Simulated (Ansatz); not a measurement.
WC:

```
W C
1.0
     0.00000    2.19268    2.19268
     2.19268    0.00000    2.19268
     2.19268    2.19268    0.00000
W C
1 1
Direct
  0.00000 0.00000 0.00000
  0.50000 0.50000 0.50000
```

Measurements of this composition are mostly on another form, of space group No. 187.

Base run:

* Program: Ansatz 0.2.0
* Functional: PBEsol
* Potentials or basis: all-electron LAPW, scalar-relativistic
* Cutoff: 336 eV
* Density cutoff: 1344 eV
* Basis error allowed: 0.001 eV/atom
* k mesh: 10 × 10 × 10
* Occupations: fermi-dirac, width 0.05 eV
* Spin: no spin polarisation

Its results: pressure -10.2 GPa.

Task: The run is repeated on the same cell with these changes: k mesh from 10 × 10 × 10 to 6 × 6 × 6; occupations from fermi-dirac, width 0.05 eV to fermi-dirac, width 0.03 eV. What comes out?

Result: Pressure -9.4 GPa.

Caveats: some runs use coarse meshes; the k mesh is thin for a metal, which can move the energy by tens of meV per atom (some runs).

Not every run made on this cell is shown here.
